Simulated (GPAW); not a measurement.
Runs of GPAW 26.7.0 on Sc. Symmetry: P6_3/mmc, No. 194, hexagonal system. The conventional cell has a = 3.309 Å, b = 3.309 Å, c = 5.273 Å, α = 90.00°, β = 90.00°, γ = 120.00°. Sc (site symmetry -6m2) has 12 Sc at 3.26 to 3.31 Å as nearest neighbours. 

```csv
task,level,potentials or basis,U,cell,band path,band points,optimizer,fmax,max steps,pressure (GPa)
band structure,LDA,"PAW data sets generated in the run's folder for this functional, pw",-,as given,"GMKGALHA,LM,KH",100,-,-,-,-5.4
relaxation of cell and atoms,PBE+D4,"GPAW PAW data sets (gpaw-data 1.2.1), pw",-,relaxed,-,-,BFGS,0.02 eV/Å,40,-0.1
band structure,M06-L,"GPAW PAW data sets (gpaw-data 1.2.1), pw",-,as given,"GMKGALHA,LM,KH",60,-,-,-,-1.2
band structure,PBE+U,"GPAW PAW data sets (gpaw-data 1.2.1), pw",Sc d U = 4.5 eV,as given,"GMKGALHA,LM,KH",60,-,-,-,(a)
```

Alike in all rows: no spin polarisation; k mesh 7 × 7 × 4; cutoff (eV) 600; smearing fermi-dirac 0.05 eV.

Problem. Estimate the missing entries.

Solution. (a) 6.4.

Caveats: later steps reuse the first step's grids (some runs); pairwise dispersion overbinds metals, which lowers pressure and volume (some runs); the PAW data sets were made with another functional, which shifts forces and pressure a little (some runs); U without spin polarisation on a metal has little footing (some runs); the U is typed as a test and isn't derived for this compound (some runs).
